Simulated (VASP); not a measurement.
A run of VASP 6.6.1:

File INCAR:

```
SYSTEM = Li2Se
PREC = Accurate
ENCUT = 520
EDIFF = 1E-6
ISMEAR = 0
SIGMA = 0.011
LREAL = .FALSE.
LASPH = .TRUE.
NELM = 100
ALGO = Normal
ISIF = 2
LWAVE = .FALSE.
LCHARG = .FALSE.
GGA = PE
NBANDS = 13
```

The input KPOINTS:

```
Automatic mesh
0
G
  8 8 8
  0 0 0
```

The input POSCAR:

```
Li2Se
1.0
    0.0000000000      3.0025000000      3.0025000000
    3.0025000000      0.0000000000      3.0025000000
    3.0025000000      3.0025000000      0.0000000000
Se Li
1 2
Direct
    0.0000000000      0.0000000000      0.0000000000
    0.7500000000      0.7500000000      0.7500000000
    0.2500000000      0.2500000000      0.2500000000
```

Potentials or basis: VASP PAW PBE potentials, release 64 (Se, Li_sv).

Command:

```bash
$ cat potpaw_PBE.64/Se/POTCAR potpaw_PBE.64/Li_sv/POTCAR > POTCAR
$ mpirun -np 1 vasp_std > vasp.out
```

Hardware: 1 thread of Intel(R) Xeon(R) 6975P-C (Granite Rapids), with other jobs on the host.

Q: How long does it take, and how much memory?

A: It took 8 s on 1 thread of Intel(R) Xeon(R) 6975P-C (Granite Rapids), on a shared host, peak memory 0.18 GiB. Counts: scf iterations 14, k points 29.
